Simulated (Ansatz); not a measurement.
## SnSe2 under changes of volume

One of the cells (25.726 Å³/atom); the others are scaled copies at fixed shape and fractional positions:

```
Sn Se
1.0
     3.81100    0.00000    0.00000
    -1.90550    3.30042    0.00000
     0.00000    0.00000    6.13600
Sn Se
1 2
Direct
  0.00000 0.00000 0.00000
  0.66667 0.33333 0.75100
  0.33333 0.66667 0.24900
```

```yaml
Program: Ansatz 0.2.0
Functional: PBE
Potentials_or_basis: PseudoDojo standard (PBE files)
Cutoff: 1170 eV
Density_cutoff: 4680 eV
k_mesh: 8 × 8 × 5
Occupations: fermi-dirac, width 0.05 eV
Spin: no spin polarisation
```

```tsv
volume (Å³/atom)	energy over the lowest point (meV/atom)	pressure (GPa)	gap on the mesh (eV)	largest force (eV/Å)
24.182	?	?	?	?
24.697	79.20	9.2	0.85	1.228
25.212	52.73	7.3	0.82	1.000
25.726	32.14	5.6	0.80	0.790
26.241	16.84	4.0	0.77	0.596
26.755	6.28	2.6	0.74	0.416
27.270	0.00	1.3	0.71	0.251
```

Question: What does the run at 24.182 Å³/atom give?

Answer: Energy over the lowest point 112.23 meV/atom; pressure 11.4 GPa; gap on the mesh 0.87 eV; largest force 1.475 eV/Å.

Worked out: A Birch-Murnaghan fit of order 3 (a polynomial in V^(-2/3)) to the other rows has its minimum at 27.88 Å³/atom, just outside them, with B0 = V·E''(V) = 58 GPa and B' = 4.6 at fixed shape and positions, which overstates the stiffness. It gives 112.22 meV/atom at 24.182 Å³/atom, against the run's 112.23, and -dE/dV = 11.4 GPa, against 11.4. A straight line through the other rows of the gap, of slope -1.4 eV per unit of ln V, extrapolates to 0.88 eV, against the run's 0.87.

Energies are extrapolated to zero smearing.

Caveats: odd divisions of the mesh miss points on the zone boundary, where band edges often lie, so the gap on the mesh can be too wide; spin-orbit coupling is left out, which moves the levels of the heavy elements; this functional lacks dispersion, which binds the layers, so the pressure and a relaxed spacing across them are unreliable; forces of over 1 eV/Å show positions far from the minimum, so gaps and moduli don't describe the material at rest (some runs).

A mesh can miss the band edges.
